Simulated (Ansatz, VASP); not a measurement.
One calculation of Pb, two programs

INCAR

```
PREC = Accurate ; ENCUT = 520
EDIFF = 1E-6 ; ISMEAR = -1
SIGMA = 0.05 ; LREAL = False
LASPH = True ; NELM = 60
ALGO = Normal ; ISIF = 2
LWAVE = False ; LCHARG = False
GGA = RP
```

The input KPOINTS:

```
Automatic mesh
0
Gamma
  9 9 9
```

The input POSCAR:

```
Pb
1.0
    0.0000000000      2.4750200000      2.4750200000
    2.4750200000      0.0000000000      2.4750200000
    2.4750200000      2.4750200000      0.0000000000
Pb
1
Direct
    0.0000000000      0.0000000000      0.0000000000
```

KPOINTS_OPT

```
path GXWKGLUWLK,UX
10
line-mode
reciprocal
 0.0000000000  0.0000000000  0.0000000000  G
 0.5000000000  0.0000000000  0.5000000000  X

 0.5000000000  0.0000000000  0.5000000000  X
 0.5000000000  0.2500000000  0.7500000000  W

 0.5000000000  0.2500000000  0.7500000000  W
 0.3750000000  0.3750000000  0.7500000000  K

 0.3750000000  0.3750000000  0.7500000000  K
 0.0000000000  0.0000000000  0.0000000000  G

 0.0000000000  0.0000000000  0.0000000000  G
 0.5000000000  0.5000000000  0.5000000000  L

 0.5000000000  0.5000000000  0.5000000000  L
 0.6250000000  0.2500000000  0.6250000000  U

 0.6250000000  0.2500000000  0.6250000000  U
 0.5000000000  0.2500000000  0.7500000000  W

 0.5000000000  0.2500000000  0.7500000000  W
 0.5000000000  0.5000000000  0.5000000000  L

 0.5000000000  0.5000000000  0.5000000000  L
 0.3750000000  0.3750000000  0.7500000000  K

 0.6250000000  0.2500000000  0.6250000000  U
 0.5000000000  0.0000000000  0.5000000000  X
```

Contents of input.yaml:

```yaml
crystal:
  lattice:
    - [0.0, 2.47502, 2.47502]
    - [2.47502, 0.0, 2.47502]
    - [2.47502, 2.47502, 0.0]
  atoms:
    - { symbol: Pb, position: [0.0, 0.0, 0.0] }
hamiltonian:
  xc: rpbe
  pseudopotentials: { kind: paw }
kpoints:
  mp_grid: { grid: [9, 9, 9] }
  band_path:
    path:
      - [[0.0, 0.0, 0.0], [0.5, 0.0, 0.5], [0.5, 0.25, 0.75], [0.375, 0.375, 0.75], [0.0, 0.0, 0.0], [0.5, 0.5, 0.5], [0.625, 0.25, 0.625], [0.5, 0.25, 0.75], [0.5, 0.5, 0.5], [0.375, 0.375, 0.75]]
      - [[0.625, 0.25, 0.625], [0.5, 0.0, 0.5]]
    npoints: 14
scf:
  occupations: { method: fermi_dirac, width: 0.05 }
  n_extra_bands: 6
output:
  forces: true
  stress: true
  eigenvalues: true
  fatbands: false
```

Alike in both runs: task band structure; functional RPBE; k mesh 9 × 9 × 9; occupations fermi-dirac, width 0.05 eV; no spin polarisation.

|  | VASP | Ansatz |
| --- | --- | --- |
| version | VASP 6.6.1 | Ansatz 0.2.0 |
| potentials or method | VASP PAW PBE potentials, release 64 (Pb_d) | Ansatz PAW |
| plane-wave cutoff (eV) | 520 | 420 |
| valence electrons in the cell | 14 | 14 |

VASP gave:

```
gap on the k mesh at the Fermi level (eV) : none
pressure (GPa)                            : 3.8
```

Task: Estimate Ansatz's values.

Result: gap on the k mesh at the Fermi level (eV): none; pressure (GPa): 3.9.

A gap of «none» marks a metal or a gap that the smearing closes. The functional is the same, so the differences come from potentials, cutoffs and numerics.

Caveats: spin-orbit coupling is left out, which moves the levels of the heavy elements; the PAW data sets were made with another functional, which shifts forces and pressure a little (VASP); the PAW data sets come from PBE, with cores solved anew for the run's functional, which leaves a small shift of forces and pressure (Ansatz).
